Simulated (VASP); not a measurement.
# GeSe (Pnma) in VASP: notebook, part 2 of 2

VASP 6.6.1. The steps go on from the part before.

## Step 3: Band structure, PBE

This run uses another cell than the first one, of 24.56 Å³/atom, 1.047 times its volume.

File INCAR:

```
  PREC = Accurate
  ENCUT = 520
  EDIFF = 1E-6
  ISMEAR = 0
  SIGMA = 0.03
  LREAL = F
  LASPH = T
  NELM = 80
  ALGO = Fast
  ISIF = 2
  LWAVE = F
  LCHARG = F
  GGA = PE
  NBANDS = 50
  ICORELEVEL = 1
  KPAR = 2
```

File KPOINTS:

```
Automatic mesh
0
Gamma
  4 8 6
```

File POSCAR:

```
GeSe                                    
1.0
   11.1847688626      0.0000000000      0.0000000000
    0.0000000000      3.8837712190     -0.0000000000
    0.0000000000      0.0000000000      4.5225274363
  Ge              Se            
     4     4
Direct
     0.1265103426494817    0.7500000000000000    0.8822747135034212
     0.6265103426494817    0.7500000000000000    0.6177252864965788
     0.3734896573505183    0.2500000000000000    0.3822747135034213
     0.8734896573505183    0.2500000000000000    0.1177252864965787
     0.8528159797104085    0.7500000000000000    0.4990692801529915
     0.3528159797104086    0.7500000000000000    0.0009307198470085
     0.6471840202895915    0.2500000000000000    0.9990692801529916
     0.1471840202895915    0.2500000000000000    0.5009307198470084
```

KPOINTS_OPT is that of step 2.

Potentials or basis: VASP PAW PBE potentials, release 64 (Ge_d, Se).

On the command line:

```console
$ cat potpaw_PBE.64/Ge_d/POTCAR potpaw_PBE.64/Se/POTCAR > POTCAR
$ mpirun -np 2 vasp_std > vasp.out
```

Wall time 11 min (2 MPI ranks of AMD EPYC 9R45 (Zen 5), shared host); peak memory 0.8 GiB.

Results (log left out):

```
Free energy             : -33.8789 eV
Pressure                : 0.0 GPa
Largest force           : 0.004 eV/Å
Band gap on the k mesh  : 0.86 eV, indirect (least direct gap 0.95 eV)
Band gap along the path : 0.85 eV, indirect (least direct gap 0.95 eV)
```

Forces on the atoms (eV/Å):
```
Ge   0.000  0.000 -0.003
Ge   0.000  0.000  0.003
Ge   0.000  0.000 -0.003
Ge   0.000  0.000  0.003
Se  -0.003  0.000  0.003
Se  -0.003  0.000 -0.003
Se   0.003  0.000  0.003
Se   0.003  0.000 -0.003
```

Levels at the corners of the path, in eV from the valence-band top:
| point | band 37 | band 38 | band 39 | band 40 | band 41 | band 42 | band 43 | band 44 |
| --- | --- | --- | --- | --- | --- | --- | --- | --- |
| Γ | -1.32 | -0.99 | -0.73 | -0.10 | 0.85 | 2.66 | 2.66 | 2.67 |
| X | -1.38 | -1.38 | -1.14 | -1.14 | 1.12 | 1.12 | 1.36 | 1.36 |
| X | -1.38 | -1.38 | -1.14 | -1.14 | 1.12 | 1.12 | 1.36 | 1.36 |
| S | -1.95 | -1.95 | -1.35 | -1.35 | 2.87 | 2.87 | 3.23 | 3.23 |
| S | -1.95 | -1.95 | -1.35 | -1.35 | 2.87 | 2.87 | 3.23 | 3.23 |
| Y | -0.88 | -0.88 | -0.36 | -0.36 | 1.33 | 1.33 | 1.98 | 1.98 |
| Y | -0.88 | -0.88 | -0.36 | -0.36 | 1.33 | 1.33 | 1.98 | 1.98 |
| Γ | -1.32 | -0.99 | -0.73 | -0.10 | 0.85 | 2.66 | 2.66 | 2.67 |
| Γ | -1.32 | -0.99 | -0.73 | -0.10 | 0.85 | 2.66 | 2.66 | 2.67 |
| Z | -1.55 | -1.55 | -0.37 | -0.37 | 2.31 | 2.31 | 2.45 | 2.45 |
| Z | -1.55 | -1.55 | -0.37 | -0.37 | 2.31 | 2.31 | 2.45 | 2.45 |
| U | -1.45 | -1.45 | -1.45 | -1.45 | 1.53 | 1.53 | 1.53 | 1.53 |
| U | -1.45 | -1.45 | -1.45 | -1.45 | 1.53 | 1.53 | 1.53 | 1.53 |
| R | -1.37 | -1.37 | -1.37 | -1.37 | 2.67 | 2.67 | 2.67 | 2.67 |
| R | -1.37 | -1.37 | -1.37 | -1.37 | 2.67 | 2.67 | 2.67 | 2.67 |
| T | -0.56 | -0.56 | -0.47 | -0.47 | 1.38 | 1.38 | 1.93 | 1.93 |
| T | -0.56 | -0.56 | -0.47 | -0.47 | 1.38 | 1.38 | 1.93 | 1.93 |
| Z | -1.55 | -1.55 | -0.37 | -0.37 | 2.31 | 2.31 | 2.45 | 2.45 |
| Y | -0.88 | -0.88 | -0.36 | -0.36 | 1.33 | 1.33 | 1.98 | 1.98 |
| T | -0.56 | -0.56 | -0.47 | -0.47 | 1.38 | 1.38 | 1.93 | 1.93 |
| U | -1.45 | -1.45 | -1.45 | -1.45 | 1.53 | 1.53 | 1.53 | 1.53 |
| X | -1.38 | -1.38 | -1.14 | -1.14 | 1.12 | 1.12 | 1.36 | 1.36 |
| S | -1.95 | -1.95 | -1.35 | -1.35 | 2.87 | 2.87 | 3.23 | 3.23 |
| R | -1.37 | -1.37 | -1.37 | -1.37 | 2.67 | 2.67 | 2.67 | 2.67 |

Core levels (eV, on the scale of the bands):
| atom | levels |
| --- | --- |
| 1 Ge | 1s -10951.3, 2s -1363.0, 2p -1189.9, 3s -159.9, 3p -107.1 |
| 2 Ge | 1s -10951.3, 2s -1363.0, 2p -1189.9, 3s -159.9, 3p -107.1 |
| 3 Ge | 1s -10951.3, 2s -1363.0, 2p -1189.9, 3s -159.9, 3p -107.1 |
| 4 Ge | 1s -10951.3, 2s -1363.0, 2p -1189.9, 3s -159.9, 3p -107.1 |
| 5 Se | 1s -12493.9, 2s -1597.4, 2p -1403.7, 3s -204.0, 3p -143.5, 3d -43.7 |
| 6 Se | 1s -12493.9, 2s -1597.4, 2p -1403.7, 3s -204.0, 3p -143.5, 3d -43.7 |

## Step 4: Band structure, PBE+D3(BJ)

This run uses another cell than the first one, of 23.52 Å³/atom, 1.003 times its volume.

File INCAR:

```
ALGO = Fast
EDIFF = 1E-6
ENCUT = 520
GGA = PE
ICORELEVEL = 1
ISIF = 2
ISMEAR = 0
IVDW = 12
KPAR = 2
LASPH = T
LCHARG = F
LREAL = F
LWAVE = F
NBANDS = 50
NELM = 80
PREC = Accurate
SIGMA = 0.03
```

File KPOINTS:

```
k-points
0
Gamma
  4 8 6
```

File POSCAR:

```
GeSe                                    
1.0
   10.9655862498      0.0000000000      0.0000000000
    0.0000000000      3.8827657750      0.0000000000
    0.0000000000     -0.0000000000      4.4200472921
  Ge              Se            
     4     4
Direct
     0.1233927516312001    0.7500000000000000    0.8875163003595742
     0.6233927516312001    0.7500000000000000    0.6124836996404259
     0.3766072483687999    0.2500000000000000    0.3875163003595742
     0.8766072483687999    0.2500000000000000    0.1124836996404258
     0.8548942551904906    0.7500000000000000    0.5018587096336309
     0.3548942551904906    0.7500000000000000    0.9981412903663692
     0.6451057448095094    0.2500000000000000    0.0018587096336308
     0.1451057448095094    0.2500000000000000    0.4981412903663692
```

File KPOINTS_OPT:

```
explicit points
128
Reciprocal
 0.0000000000  0.0000000000  0.0000000000 1
 0.0000000000  0.0555555556  0.0000000000 1
 0.0000000000  0.1111111111  0.0000000000 1
 0.0000000000  0.1666666667  0.0000000000 1
 0.0000000000  0.2222222222  0.0000000000 1
 0.0000000000  0.2777777778  0.0000000000 1
[... 120 lines left out ...]
 0.0000000000  0.0000000000  0.5000000000 1
 0.5000000000  0.0000000000  0.0000000000 1
```

On the command line:

```console
$ cat potpaw_PBE.64/Ge_d/POTCAR potpaw_PBE.64/Se/POTCAR > POTCAR
$ mpirun -np 2 vasp_std > vasp.out
```

Wall time 14 min (2 MPI ranks of Intel Xeon Platinum 8375C at 2.90GHz (Ice Lake), shared host); peak memory 0.83 GiB.

The run converged. Its results:

```yaml
Free_energy: -36.7189 eV
Pressure: 0.0 GPa
Band_gap_on_the_k_mesh: 0.71 eV, indirect (least direct gap 0.92 eV)
Band_gap_along_the_path: 0.71 eV, indirect (least direct gap 0.92 eV)
Dispersion_energy_per_atom: -0.358 eV
```

Forces on the atoms (eV/Å):
```
Ge  -0.002  0.000 -0.001
Ge  -0.002  0.000  0.001
Ge   0.002  0.000 -0.001
Ge   0.002  0.000  0.001
Se  -0.001  0.000  0.001
Se  -0.001  0.000 -0.001
Se   0.001  0.000  0.001
Se   0.001  0.000 -0.001
```

Levels at the corners of the path, in eV from the valence-band top:
```
point  band 36  band 37  band 38  band 39  band 40  band 41  band 42  band 43  band 44  band 45
    Γ    -1.83    -1.40    -1.09    -0.84    -0.21     0.71     2.65     2.68     2.71     3.02
    X    -1.90    -1.38    -1.38    -1.17    -1.17     1.10     1.10     1.20     1.20     1.79
    X    -1.90    -1.38    -1.38    -1.17    -1.17     1.10     1.10     1.20     1.20     1.79
    S    -3.34    -2.18    -2.18    -1.50    -1.50     2.84     2.84     3.25     3.25     4.91
    S    -3.34    -2.18    -2.18    -1.50    -1.50     2.84     2.84     3.25     3.25     4.91
    Y    -1.38    -0.96    -0.96    -0.39    -0.39     1.22     1.22     1.92     1.92     2.11
    Y    -1.38    -0.96    -0.96    -0.39    -0.39     1.22     1.22     1.92     1.92     2.11
    Γ    -1.83    -1.40    -1.09    -0.84    -0.21     0.71     2.65     2.68     2.71     3.02
    Γ    -1.83    -1.40    -1.09    -0.84    -0.21     0.71     2.65     2.68     2.71     3.02
    Z    -2.04    -1.69    -1.69    -0.46    -0.46     2.37     2.37     2.41     2.41     3.44
    Z    -2.04    -1.69    -1.69    -0.46    -0.46     2.37     2.37     2.41     2.41     3.44
    U    -2.26    -1.50    -1.50    -1.50    -1.50     1.48     1.48     1.48     1.48     2.06
    U    -2.26    -1.50    -1.50    -1.50    -1.50     1.48     1.48     1.48     1.48     2.06
    R    -3.94    -1.48    -1.48    -1.48    -1.48     2.57     2.57     2.57     2.57     4.88
    R    -3.94    -1.48    -1.48    -1.48    -1.48     2.57     2.57     2.57     2.57     4.88
    T    -1.87    -0.58    -0.58    -0.53    -0.53     1.26     1.26     1.91     1.91     2.18
    T    -1.87    -0.58    -0.58    -0.53    -0.53     1.26     1.26     1.91     1.91     2.18
    Z    -2.04    -1.69    -1.69    -0.46    -0.46     2.37     2.37     2.41     2.41     3.44
    Y    -1.38    -0.96    -0.96    -0.39    -0.39     1.22     1.22     1.92     1.92     2.11
    T    -1.87    -0.58    -0.58    -0.53    -0.53     1.26     1.26     1.91     1.91     2.18
    U    -2.26    -1.50    -1.50    -1.50    -1.50     1.48     1.48     1.48     1.48     2.06
    X    -1.90    -1.38    -1.38    -1.17    -1.17     1.10     1.10     1.20     1.20     1.79
    S    -3.34    -2.18    -2.18    -1.50    -1.50     2.84     2.84     3.25     3.25     4.91
    R    -3.94    -1.48    -1.48    -1.48    -1.48     2.57     2.57     2.57     2.57     4.88
```

Core levels (eV, on the scale of the bands):
```
atom                                                               levels
1 Ge            1s -10950.9, 2s -1362.6, 2p -1189.5, 3s -159.6, 3p -106.7
2 Ge            1s -10950.9, 2s -1362.6, 2p -1189.5, 3s -159.6, 3p -106.7
3 Ge            1s -10950.9, 2s -1362.6, 2p -1189.5, 3s -159.6, 3p -106.7
4 Ge            1s -10950.9, 2s -1362.6, 2p -1189.5, 3s -159.6, 3p -106.7
5 Se  1s -12493.5, 2s -1597.0, 2p -1403.3, 3s -203.7, 3p -143.1, 3d -43.3
6 Se  1s -12493.5, 2s -1597.0, 2p -1403.3, 3s -203.7, 3p -143.1, 3d -43.3
```

## Step 5: The runs side by side

| level | cell | further INCAR settings | gap on the mesh (eV) | pressure (GPa) |
| --- | --- | --- | --- | --- |
| rev-vdW-DF2 | Pnma, 23.45 Å³/atom | ALGO = Fast; EDIFF = 1e-07; NBANDS = 50 | 0.64 | 0.0 |
| PBE | Pnma, 24.56 Å³/atom | ALGO = Fast; EDIFF = 1e-06; NBANDS = 50 | 0.86 | 0.0 |
| PBE+D3(BJ) | Pnma, 23.52 Å³/atom | ALGO = Fast; EDIFF = 1e-06; NBANDS = 50 | 0.71 | 0.0 |

Alike in all rows: task band structure; potentials or basis VASP PAW PBE potentials, release 64 (Ge_d, Se); no spin polarisation; k mesh 4 × 8 × 6; cutoff (eV) 520; smearing gaussian 0.03 eV.

On the cell as given the gap runs from 0.62 eV (rev-vdW-DF2) to 0.85 eV (PBE).

Caveats: the PAW data sets were made with another functional, which shifts forces and pressure a little (some runs).

Total energies depend on the potentials used, so only differences within one code and one set of settings carry meaning.
